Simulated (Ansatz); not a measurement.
MnO2: which magnetic state is lowest?

Level of theory: Ansatz 0.2.0, DFT PBE, scalar-relativistic, plane waves, PAW.

```xyz
6
Lattice="2.9042 0.0000 0.0000 0.0000 3.8448 0.0000 0.0000 0.0000 6.1643" Properties=species:S:1:pos:R:3 pbc="T T T"
Mn    0.0000    0.0000    4.0481
Mn    1.4521    1.9224    2.1162
O     0.0000    1.9224    3.5642
O     1.4521    0.0000    2.6001
O     0.0000    1.9224    1.0013
O     1.4521    0.0000    5.1630
```

The plane-wave cutoff is 420 eV and the Γ-centred k-mesh is 12×10×6. The occupation rule is Gaussian smearing, 0.1 eV and the list of starting moments (μB, in atom order) is 4 4 0 0 0 0. The check for lower electronic states after the SCF is off.

All runs keep this geometry, which isn't relaxed for the lowest state (largest force there 0.794 eV/Å, pressure -7.3 GPa; forces reach 2.91 eV/Å in another state) and needn't be a stable compound; relaxing each order would shift the differences by some 50 meV/atom, going by the pressures and a bulk modulus of about 150 GPa. Signs run over the atoms with starting moments. The large starts are 5 5 0 0 0 0 μB. The small starts are 0.5 0.5 0 0 0 0 μB. No Hubbard U is used, and semilocal functionals often make open-shell oxides metallic. Site moments are spin moments in atom-centred spheres that scale with the neighbour distance. The states are those that the runs reached from these starts; a lower one can exist.

Task: Starts tried: no spin; ferromagnetic; large parallel starting moments; antiferromagnetic in the cell, signs +-; small parallel starting moments. Which state comes out lowest, and what are the moments?

Result: The lowest state is ferromagnetic, reached from the start “ferromagnetic” and the start “large parallel starting moments” and the start “small parallel starting moments”, with site moments (μB) Mn +2.40 (×2), O +0.12 (×2).

```
                                  start ends energy above lowest (meV/atom) site moments (μB) gap on mesh (eV) P (GPa)
                                no spin non-magnetic                             293                        none over 0.05             metal    -16.2
                          ferromagnetic ferromagnetic                            0.00           Mn +2.40 (×2), O +0.12 (×2) metal     -7.3
        large parallel starting moments ferromagnetic                            0.00           Mn +2.40 (×2), O +0.12 (×2) metal     -7.3
antiferromagnetic in the cell, signs +-  antiferromagnetic                            3.18  Mn +2.36, Mn -2.36, O -0.14, O +0.14              0.20     -7.7
        small parallel starting moments ferromagnetic                            0.00           Mn +2.40 (×2), O +0.12 (×2) metal     -7.3
```

Cost: 5 runs of about 6.3 core-minutes in all, on Arm Neoverse V2 (shared hosts).